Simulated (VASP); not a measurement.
A run of VASP 6.6.1 is set up as follows.

INCAR

```
SYSTEM = Al
  ALGO = Normal
  EDIFF = 1E-7
  ENCUT = 520
  GGA = PS
  ISIF = 2
  ISMEAR = -1
  LASPH = .True.
  LCHARG = .False.
  LREAL = .False.
  LWAVE = .False.
  NBANDS = 10
  NELM = 60
  PREC = Accurate
  SIGMA = 0.05
```

KPOINTS

```
k-points
0
Gamma
  11 11 6
  0 0 0
```

Contents of POSCAR:

```
Al
1.0
    2.8124553515      0.0000000000      0.0000000000
   -1.4062276757      2.4356577814      0.0000000000
    0.0000000000      0.0000000000      4.8668500000
Al
2
Direct
    0.3144180000      0.6469690000      0.2454000000
    0.6697910000      0.3391200000      0.7531780000
```

Potentials or basis: VASP PAW PBE potentials, release 64 (Al).

Command:

```console
$ cat potpaw_PBE.64/Al/POTCAR > POTCAR
$ mpirun -np 1 vasp_std > vasp.out
```

Q: What does it give for the largest force?

A: 0.134 eV/Å.

Q: Predict the pressure.

A: -1.2 GPa.

Forces in eV/Å, atoms in the order of the input:
```
Al   0.024  0.046  0.124
Al  -0.024 -0.046 -0.124
```

Caveat: the PAW data sets were made with another functional, which shifts forces and pressure a little.
